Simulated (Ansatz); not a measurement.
Ionic part of the dielectric constant of BAs at 30 GPa, mode by mode

Theory: DFT PBEsol, scalar-relativistic, plane waves, PAW in Ansatz. Settings: 420 eV plane-wave cutoff, Γ-centred 10×10×10 mesh, fixed occupations. No spin polarisation. Phonons by linear response, acoustic sum rule imposed.

It takes space group F-43m (No. 216, cubic). The conventional cell has a = 4.526 Å, b = 4.526 Å, c = 4.526 Å, α = 90.00°, β = 90.00°, γ = 90.00°. B (site symmetry -43m) is surrounded by 4 As at 1.96 Å. As (site symmetry -43m) has 4 B at 1.96 Å as nearest neighbours.

Other phases may be more stable at this pressure. The run warned that the force constants aren't converged on this k mesh, so the frequencies and all that is formed from them are rough. The bands were filled as in an insulator; under compression the gap may have closed between mesh points.

The primitive cell has V = 23.18 Å³ and ε∞,zz = 9.413. Each polar mode adds Δε = (4.92064×10⁷/V)·S/ν² along z, with S its oscillator strength in e²/amu, ν in cm⁻¹ and V in Å³.

Question: From these modes, find each Δε and ε0,zz.
```tsv
ν (cm⁻¹)	S_zz (e²/amu)
806.0	0.09322
```

Answer:
```json
{"ν (cm⁻¹)": "806.0", "Δε": "0.30"}
```

The sum is 0.305, so ε0,zz = 9.72; the run's tensor has 9.72.

Question: Where do the longitudinal modes lie for a wave vector along z?

Answer: At 819 cm⁻¹. The Lyddane–Sachs–Teller product Π(ν_LO/ν_TO)² = 1.03 matches ε0/ε∞ = 1.03.

Cost: 1 run of about 0.83 core-minutes, on Intel Xeon Platinum 8259CL (Skylake/Cascade Lake) (shared hosts).

Screening in compressed BAs is almost entirely electronic: the lattice adds only about 0.30 to an ε∞ of 9.413. Boron and arsenic have similar electronegativities, so the bonds are strongly covalent and the relative displacement of the two sublattices carries little dipole. The light boron atom and stiff bonds put the optical mode at high frequency, but only the stiffness further limits its static response, since the mass cancels between the oscillator strength and the squared frequency. The same weak polarity keeps the longitudinal mode, at 819 cm⁻¹, close to the transverse one at 806.0 cm⁻¹.

Even so, this splitting is wider than the nearly vanishing one known at ambient pressure. Compression may have increased the dynamical charge by redistributing bond charge, but incomplete Brillouin-zone sampling could have a similar effect, and a single pressure can't separate the two. The predominance of electronic screening is therefore better supported than the exact size of the splitting. The Lyddane–Sachs–Teller agreement shows that the dielectric and phonon results are mutually consistent, but doesn't independently test the accuracy of either.
